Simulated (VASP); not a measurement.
# Settings for Al₂Pt: relaxation of the cell

Al₂Pt, Fm-3m (no. 225), 3 atoms in the cell. SCAN; PAW potentials Pt, Al (PBE set). VASP 6.6.1. The cell is changed on purpose: volume scaled by 1.06.

Wanted: cell volume within 1 %; lattice lengths within 0.4 %; shortest distances from each atom, periodic images included within 0.02 Å.

What the run is for: cell; Accuracy asked: screening.

The series start from Plane-wave cutoff (eV): 360; Smearing width (eV): 0.1; k-point mesh: 9 × 9 × 9; Relaxation passes: 2; Ionic threshold (EDIFFG): -0.005; Electronic threshold (eV): 1e-6; Precision mode (PREC): Accurate; Relaxation algorithm: IBRION=2 POTIM=0.5. Each series keeps the choices made before it, and each single choice may use up half of a tolerance. Times cover all steps of a run.

## Plane-wave cutoff (eV)

| Plane-wave cutoff (eV) | Cell volume (Å³) | Lattice lengths, largest deviation against the largest value | Shortest distances from each atom, periodic images included, largest deviation (Å) | Time (s) |
|---|---|---|---|---|
| 240 | 50.18 | 0.12 % | 0.003 | 259 |
| 280 | 50.31 | 0.035 % | 0.001 | 271 |
| 310 | 50.23 | 0.087 % | 0.002 | 201 |
| 360 | 50.27 | 0.06 % | 0.002 | 340 |
| 420 | 50.36 | 0.00024 % | 0.000 | 278 |
| 500 | 50.35 | 0.0075 % | 0.000 | 356 |
| 620 (reference) | 50.36 | 0 % | 0.000 | 433 |

Chosen: 240, the loosest value from which every tighter one stays within half of the tolerance.

## Smearing width (eV)

| Smearing width (eV) | Cell volume (Å³) | Lattice lengths, largest deviation against the largest value | Shortest distances from each atom, periodic images included, largest deviation (Å) | Time (s) |
|---|---|---|---|---|
| 0.4 | 50.18 | 0.00097 % | 0.000 | 154 |
| 0.3 | 50.17 | 0.0087 % | 0.000 | 157 |
| 0.2 | 50.17 | 0.0082 % | 0.000 | 152 |
| 0.15 | 50.17 | 0.0053 % | 0.000 | 190 |
| 0.1 | 50.18 | 0.0019 % | 0.000 | 259 |
| 0.05 (reference) | 50.18 | 0 % | 0.000 | 208 |

Chosen: 0.4.

## k-point mesh

| k-point mesh | Cell volume (Å³) | Lattice lengths, largest deviation against the largest value | Shortest distances from each atom, periodic images included, largest deviation (Å) | Time (s) |
|---|---|---|---|---|
| 4 × 4 × 4 | 50.38 | 0.11 % | 0.003 | 152 |
| 5 × 5 × 5 | 50.29 | 0.056 % | 0.001 | 154 |
| 6 × 6 × 6 | 50.19 | 0.0077 % | 0.000 | 157 |
| 7 × 7 × 7 | 50.19 | 0.012 % | 0.000 | 181 |
| 9 × 9 × 9 | 50.18 | 0.017 % | 0.000 | 154 |
| 11 × 11 × 11 (reference) | 50.2 | 0 % | 0.000 | 374 |

Chosen: 4 × 4 × 4.

## Relaxation passes

| Relaxation passes | Cell volume (Å³) | Lattice lengths, largest deviation against the largest value | Shortest distances from each atom, periodic images included, largest deviation (Å) | Time (s) |
|---|---|---|---|---|
| 1 | 50.51 | 0.091 % | 0.002 | 139 |
| 2 | 50.38 | 0 % | 0.000 | 152 |
| 3 (reference) | 50.38 | 0 % | 0.000 | 209 |

Chosen: 1.

## Ionic threshold (EDIFFG)

| Ionic threshold (EDIFFG) | Cell volume (Å³) | Lattice lengths, largest deviation against the largest value | Shortest distances from each atom, periodic images included, largest deviation (Å) | Time (s) |
|---|---|---|---|---|
| -0.05 | 50.59 | 0.053 % | 0.001 | 117 |
| -0.02 | 50.51 | 0 % | 0.000 | 117 |
| -0.01 | 50.51 | 0 % | 0.000 | 117 |
| -0.005 | 50.51 | 0 % | 0.000 | 139 |
| -0.002 (reference) | 50.51 | 0 % | 0.000 | 120 |

Chosen: -0.05.

## Electronic threshold (eV)

| Electronic threshold (eV) | Cell volume (Å³) | Lattice lengths, largest deviation against the largest value | Shortest distances from each atom, periodic images included, largest deviation (Å) | Time (s) |
|---|---|---|---|---|
| 0.0001 | 50.54 | 0.035 % | 0.001 | 82 |
| 1e-5 | 50.62 | 0.018 % | 0.000 | 92 |
| 1e-6 | 50.59 | 0 % | 0.000 | 117 |
| 1e-7 (reference) | 50.59 | 0 % | 0.000 | 126 |

Chosen: 0.0001.

## Precision mode (PREC)

| Precision mode (PREC) | Cell volume (Å³) | Lattice lengths, largest deviation against the largest value | Shortest distances from each atom, periodic images included, largest deviation (Å) | Time (s) |
|---|---|---|---|---|
| Normal | 50.48 | 0.037 % | 0.001 | 57 |
| Accurate (reference) | 50.54 | 0 % | 0.000 | 82 |

Chosen: Normal.

## Relaxation algorithm

| Relaxation algorithm | Cell volume (Å³) | Lattice lengths, largest deviation against the largest value | Shortest distances from each atom, periodic images included, largest deviation (Å) | Time (s) |
|---|---|---|---|---|
| IBRION=2 POTIM=0.5 | 50.48 | 0 % | 0.000 | 57 |
| IBRION=2 POTIM=0.2 | 50.44 | 0.031 % | 0.001 | 62 |
| IBRION=1 POTIM=0.5 | 50.49 | 0.0029 % | 0.000 | 64 |
| IBRION=1 POTIM=0.2 | 50.48 | 0.0058 % | 0.000 | 54 |

Chosen: IBRION=2 POTIM=0.5; no other choice that stays within half of the tolerance saves 30 % of the time.

## All choices together

| Input | Cell volume (Å³) | Lattice lengths, largest deviation against the largest value | Shortest distances from each atom, periodic images included, largest deviation (Å) | Time (s) |
|---|---|---|---|---|
| the program's defaults (naive) | 50.31 | 0.048 % | 0.001 | 12 |
| chosen settings | 50.48 | 0.066 % | 0.002 | 57 |
| reference settings throughout | 50.38 | 0 % | 0.000 | 1372 |

The tolerance is met.

Values of the reference run: Lattice lengths: 4.146, 4.146, 4.146 Å.

## The input

INCAR.step1:
```
SYSTEM = Al2Pt
ALGO = Normal ; EDIFF = 1E-4
EDIFFG = -0.05 ; ENCUT = 240
GGA_COMPAT = .False. ; IBRION = 2
ISIF = 3 ; ISMEAR = 2
KPAR = 4 ; LASPH = .True.
LCHARG = .False. ; LMIXTAU = .True.
LREAL = .False. ; LWAVE = .False.
METAGGA = SCAN ; NELM = 120
NELMIN = 4 ; NSW = 80
POTIM = 0.5 ; PREC = Normal
SIGMA = 0.4
```

INCAR.step2, as INCAR.step1 but for:
```
- EDIFFG = -0.05
- IBRION = 2
- ISIF = 3
- NELMIN = 4
- NSW = 80
- POTIM = 0.5
+ ISIF = 2
```

KPOINTS:
```
Automatic mesh
0
Gamma
  4 4 4
  0 0 0
```

POSCAR.step1:
```
Al2Pt
1.0
    0.0000000000      3.0129558903      3.0129558903
    3.0129558903      0.0000000000      3.0129558903
    3.0129558903      3.0129558903      0.0000000000
Pt Al
1 2
Direct
    0.0000000000      0.0000000000      0.0000000000
    0.7500000000      0.7500000000      0.7500000000
    0.2500000000      0.2500000000      0.2500000000
```

Commands (each step's output is kept before the next begins):
```
cat potpaw_PBE.64/Pt/POTCAR potpaw_PBE.64/Al/POTCAR > POTCAR
cp INCAR.step1 INCAR
cp POSCAR.step1 POSCAR
mpirun -np 8 vasp_std > vasp.out
cp CONTCAR POSCAR
cp INCAR.step2 INCAR
mpirun -np 8 vasp_std > vasp.out
```

The naive input happens to agree within the tolerance here, in 12 s.

The chosen input took VASP 6.6.1 57 s on 8 cores (AMD EPYC 7R43 (Zen 3)), a shared host.

## An input that fails: cell relaxed at a low cutoff

It runs to its end, but against the unchanged starting input it is off by 12 % in the cell volume, 4.2 % in the lattice lengths, 0.107 Å in the shortest distances from each atom, periodic images included.

Changes against the starting input:
```
(all steps)
- PREC = Accurate
- NELM = 120
- ENCUT = 360
+ PREC = Low
+ NELM = 90
+ ENCUT = 170
```
